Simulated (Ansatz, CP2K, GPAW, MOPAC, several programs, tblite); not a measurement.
# Many methods on one cell: CuI (Cmcm)

CuI (Cmcm) from a database structure, relaxed with r2SCAN+rVV10 in Ansatz, was computed with several methods. Space group Cmcm (No. 63), orthorhombic; a = 7.007 Å, b = 7.186 Å, c = 4.322 Å in the conventional setting, 27.21 Å³ an atom. Cu has 2 Cu at 2.47 Å and 3 I at 2.57–2.60 Å; I has 3 Cu at 2.57–2.60 Å. No spin polarisation and no zero-point or thermal motion.

```cif
data_structure
_symmetry_space_group_name_H-M 'Cmcm'
_symmetry_Int_Tables_number 63
_cell_length_a 7.0075
_cell_length_b 7.1863
_cell_length_c 4.3220
_cell_angle_alpha 90.000
_cell_angle_beta 90.000
_cell_angle_gamma 90.000
_cell_volume 217.65
loop_
_atom_site_label
_atom_site_type_symbol
_atom_site_symmetry_multiplicity
_atom_site_Wyckoff_symbol
_atom_site_fract_x
_atom_site_fract_y
_atom_site_fract_z
_atom_site_occupancy
Cu1 Cu 4 c 0.50000 0.08320 0.75000 1
I1 I 4 c 0.50000 0.72205 0.75000 1
```

Gaps and times are for a single point on this cell; volume and bulk modulus come from each method's own relaxation or energy curve at fixed shape, which is too stiff where a cell has free coordinates or axes. Times are rough, from shared hosts (Arm Neoverse V1), and each method has its own mesh and cell size. A double dagger marks a value from a curve with shape and coordinates held. A star marks a curve whose lowest point is an end point. PM6 (MOPAC), PM7 (MOPAC), GFN1-xTB (tblite), GFN2-xTB (tblite) treat a cluster of cells at its zone centre, which samples few k points: where these miss a band edge, the gap comes out too large for that reason alone. Gaps from k meshes are read at a limited set of points (mesh, symmetry points, PBE's band edges), so each method's own least gap may be somewhat smaller. xTB and the PM methods were fitted mostly to molecules, and can miss a solid's gap by electronvolts. Minimal bases can be far off for gaps. Curves at held shape can't give the bulk modulus of a layered or molecular crystal, so none is listed. GLLB-SC's gap includes the derivative discontinuity. d marks a direct gap, i an indirect one (no mark: not told apart), a dash a value that wasn't computed or didn't pass its checks.

```tsv
method	kind	gap (eV)	own volume (Å³/atom)	bulk modulus (GPa)	atoms computed	processor time
light PBE (260 eV and a coarse mesh)	light plane-wave	1.13 d	–	–	4	2.1 s
GFN1-xTB (tblite)	tight binding	2.70	30.36*‡	–	64	3 s
PBE/single zeta (GPAW)	small basis	0.19 d	–	–	4	5.6 s
GFN2-xTB (tblite)	tight binding	2.60	–	–	64	6.4 s
PM7 (MOPAC)	semi-empirical	10.05	–	–	64	9.8 s
PBE/SZV (CP2K)	small basis	1.13 d	–	–	4	13 s
PBE	semilocal	0.95 d	–	–	4	18 s
GLLB-SC (GPAW)	model potential	2.17	–	–	4	31 s
PBE/DZVP (CP2K)	small basis	1.00 d	29.65*‡	–	4	37 s
r2SCAN	semilocal	1.36 d	–	–	4	39 s
PM6 (MOPAC)	semi-empirical	4.70	–	–	64	78 s
```

Against r2SCAN (1.36 eV) and with closed or daggered gaps left aside, the nearest gap at the points sampled is that of PBE/SZV (CP2K) (-0.23 eV) and the farthest that of PM7 (MOPAC) (+8.69 eV). r2SCAN is only a yardstick of convenience: semilocal gaps usually lie below measured ones, which GLLB-SC and hybrids aim to mend.

No spin-orbit coupling is included; it can move band edges with weight on the heavy atoms by tenths of an eV.
